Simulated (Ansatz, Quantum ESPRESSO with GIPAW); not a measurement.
# CO2: working out the 17O quadrupolar coupling

A plane-wave PAW calculation (LDA, Ansatz) gives this electric field gradient, in 10²¹ V/m² and Cartesian axes, at one O site of CO2 (atom 1; bound to C; site symmetry m):

```
     -3.0336        0.0000        0.0000
      0.0000        2.8631        4.5887
      0.0000        4.5887        0.1705
```

17O has spin 5/2, Q = -0.02558 barn and |γ|/2π = 5.7742 MHz/T. The cell is the Cmce form of a database entry, atoms relaxed, static and at 0 K. 

**Task.** Find C_Q, η_Q and ν_Q, and the shift and width of the central transition under fast MAS at 18.8 T and 20 T.

1. The tensor is symmetric and traceless. Its eigenvalues, ordered by size, are V_xx = -3.0336, V_yy = -3.2653 and V_zz = 6.2989.

2. η_Q = (V_xx − V_yy)/V_zz = 0.037.

3. C_Q = eQV_zz/h. One unit of 10²¹ V/m² with one barn gives 24.18 MHz, so C_Q = 24.18 × −0.02558 × 6.2989 = -3.896 MHz. A spectrum shows its size, not its sign.

4. ν_Q = 3C_Q/[2I(2I−1)] = 0.584 MHz in size, and P_Q = |C_Q|√(1 + η²/3) = 3.897 MHz.

5. The resonances lie at ν0 = 108.56 and 115.48 MHz, so ν_Q/ν0 is 0.005 at most and second order holds. The centre of gravity moves by δ_Q = −(3/40)(P_Q/ν0)² F × 10⁶ ppm, with F = [I(I+1) − 3/4]/[I²(2I−1)²] = 0.08: -7.73 ppm at 18.8 T and -6.83 ppm at 20 T.

6. Summing the second-order term over orientations gives a full width of 16.8 ppm (1.8 kHz) and 14.8 ppm (1.7 kHz). In ppm both fall as 1/B²: (18.8/20)² = 0.884. The spinning rate must pass the static width for this shape to show cleanly.

[Banner, clock, file and message-heading lines were taken out of the pw.x and gipaw.x logs.]

[Logs are printed without paths, hosts, clocks, repeated set-up lines and the standing remarks that a program may print on its own settings, such as how far it seeks lower states.]

[Hosts, paths, dates, database ids (printed as entryN), source tags and the programs' standing remarks are cut or masked in the printed files.]
